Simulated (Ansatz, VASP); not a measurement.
# One calculation of Ti, two programs

```
Ti
1.0
     2.74682    0.00000    0.00000
     0.00000    2.74682    0.00000
     0.00000    0.00000    2.74682
Ti
1
Direct
  0.00000 0.00000 0.00000
```

Alike in both runs: task single point; functional PBE; k mesh 13 × 13 × 13; occupations fermi-dirac, width 0.1 eV; no spin polarisation.

```csv
,VASP,Ansatz
version,VASP 6.6.1,Ansatz 0.2.0
potentials or method,"VASP PAW PBE potentials, release 64 (Ti_sv)","plane waves (420 eV) with PAW, scalar-relativistic"
plane-wave cutoff (eV),520,420
valence electrons in the cell,12,12
```

Ansatz gave:

- pressure (GPa): -7.3

Q: Which values does VASP return?

A: Pressure (GPa): -7.4.

The functional is the same, so the differences come from potentials, cutoffs and numerics.
